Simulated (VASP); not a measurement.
ZnSe (Stilleite):

```
Zn Se
1.0
     0.00000    2.83380    2.83380
     2.83380    0.00000    2.83380
     2.83380    2.83380    0.00000
Zn Se
1 1
Direct
  0.00000 0.00000 0.00000
  0.25000 0.25000 0.25000
```

* Program: VASP 6.6.1
* Task: relaxation of cell and atoms
* Functional: PBE
* Potentials or basis: VASP PAW PBE potentials, release 64 (Zn, Se)
* Cutoff: 600 eV
* k mesh: 8 × 8 × 8
* Occupations: gaussian, width 0.03 eV
* Spin: no spin polarisation

At the start: pressure 2.3 GPa; volume 22.76 Å³/atom.

How do energy, volume and symmetry change on relaxing?

Over 4 steps the energy falls by 6.1 meV/atom and the volume is 23.66 Å³/atom (+4.0 %); space group F-43m (No. 216, to 0.05 Å).

Step by step:
```csv
step,energy change (eV),largest force (eV/Å),pressure (GPa),volume (Å³)
1,0.0000,0.0000,2.34,45.51
2,-0.0114,0.0000,-0.55,47.73
3,-0.0122,0.0000,0.11,47.25
4,-0.0122,0.0000,-0.06,47.33
```

Final structure:
```
Zn Se
1.0
     0.00000    2.87100    2.87100
     2.87100    0.00000    2.87100
     2.87100    2.87100    0.00000
Zn Se
1 1
Direct
  0.00000 0.00000 0.00000
  0.25000 0.25000 0.25000
```
